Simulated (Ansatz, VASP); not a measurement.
# Gd in VASP and in Ansatz

```
Gd
1.0
    -2.02500    2.02500    2.02500
     2.02500   -2.02500    2.02500
     2.02500    2.02500   -2.02500
Gd
1
Direct
  0.00000 0.00000 0.00000
```

This isn't the form of Gd at room conditions, which is hcp.

Alike in both runs: task band structure; functional PBE; k mesh 7 × 7 × 7; occupations fermi-dirac, width 0.05 eV; collinear spin, ferromagnetic start.

```csv
,VASP,Ansatz
version,VASP 6.6.1,Ansatz 0.2.0
potentials or method,"VASP PAW PBE potentials, release 64 (Gd)",Ansatz PAW
plane-wave cutoff (eV),600,420
valence electrons in the cell,18,18
```

VASP gave:

| Property | Result |
| --- | --- |
| gap on the k mesh at the Fermi level (eV) | none |
| pressure (GPa) | 1.0 |
| net moment per atom (μB) | 7.63 |
| size of the moment on the site where the two differ most (μB) | 7.01 |

Task: Estimate Ansatz's values.

Result: gap on the k mesh at the Fermi level (eV): none; pressure (GPa): -0.1; net moment per atom (μB): 7.62; size of the moment on the site where the two differ most (μB): 7.33.

Site moments also hang on the region over which each program counts them. A gap of «none» marks a metal or a gap that the smearing closes.

Caveats: spin-orbit coupling is left out, which moves the levels of the heavy elements. The state reached can hang on the start; a lower one may exist.
